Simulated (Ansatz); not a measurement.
Sb:

```
CELL_PARAMETERS angstrom
3.11729 0.00000 0.00000
0.00000 3.11729 0.00000
0.00000 0.00000 3.11729
ATOMIC_POSITIONS crystal
Sb 0.00000 0.00000 0.00000
```

This isn't the form of Sb at room conditions, which is rhombohedral.

The cell isn't the ideal one: volume scaled by 0.96.

| Quantity | Value |
| --- | --- |
| Program | Ansatz 0.2.0 |
| Task | relaxation of cell and atoms |
| Functional | PBEsol |
| Potentials or basis | all-electron LAPW, scalar-relativistic |
| Basis error allowed | 0.001 eV/atom |
| k mesh | 9 × 9 × 9 |
| Occupations | fermi-dirac, width 0.05 eV |
| Spin | no spin polarisation |

At the start: volume 30.29 Å³/atom.

Question: How do energy, volume and symmetry change on relaxing?

Answer: Over 5 steps the energy falls by 18.9 meV/atom and the volume is 28.51 Å³/atom (-5.9 %); space group Pm-3m (No. 221, to 0.05 Å).

The path:
| step | energy change (eV) | largest force (eV/Å) | volume (Å³) |
| --- | --- | --- | --- |
| 1 | 0.0000 | 0.0000 | 30.29 |
| 2 | -0.0157 | 0.0000 | 27.83 |
| 3 | -0.0188 | 0.0000 | 28.59 |
| 4 | -0.0189 | 0.0000 | 28.51 |
| 5 | -0.0189 | 0.0000 | 28.51 |

Final structure:
```
Sb
1.0
     3.05478    0.00000    0.00000
     0.00000    3.05478    0.00000
     0.00000    0.00000    3.05478
Sb
1
Cartesian
  0.0000 0.0000 0.0000
```
